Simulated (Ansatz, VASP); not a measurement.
## Two plane-wave programs on Si3N4

```
Si N
1.0
     5.51115    0.00000    0.00000
    -2.75557    4.77279    0.00000
     0.00000    0.00000    2.70046
Si N
3 4
Cartesian
  4.1334 0.7955 0.0000
  2.7556 3.1819 0.0000
  1.3778 0.7955 0.0000
  -1.3778 2.3864 1.3502
  0.0000 0.0000 1.3502
  1.3778 2.3864 1.3502
  2.7556 0.0000 1.3502
```

Change from the starting cell: ordered vacancies on the cation sites of tungsten carbide (P-6m2, No. 187).

Alike in both runs: task single point; functional PBE; k mesh 6 × 6 × 6; occupations gaussian, width 0.1 eV; no spin polarisation.

|  | VASP | Ansatz |
| --- | --- | --- |
| version | VASP 6.6.1 | Ansatz 0.2.0 |
| potentials or method | VASP PAW PBE potentials, release 64 (Si, N) | scalar-relativistic, plane waves, PAW |
| plane-wave cutoff (eV) | 520 | 420 |
| valence electrons in the cell | 32 | 32 |

Ansatz gave:

| Property | Result |
| --- | --- |
| gap on the k mesh at the Fermi level (eV) | none |
| pressure (GPa) | -21.6 |
| largest component of the traceless stress (GPa) | 13.98 |
| rms of the force components (eV/Å) | 1.182 |

Q: Which values does VASP return?

A: gap on the k mesh at the Fermi level (eV): none; pressure (GPa): -21.6; largest component of the traceless stress (GPa): 13.90; rms of the force components (eV/Å): 1.176.

Atom by atom the forces differ by 0.006 eV/Å (rms over components). A gap of «none» marks a metal or a gap that the smearing closes. The functional is the same, so the differences come from potentials, cutoffs and numerics.

Caveats: the k mesh is coarse (spacing up to 0.39 Å⁻¹), so the values aren't converged; so large a pressure means that the cell lies far from this level's equilibrium, or that cutoff or potentials fall short (VASP); forces of over 1 eV/Å show positions far from the minimum, so gaps and moduli don't describe the material at rest.
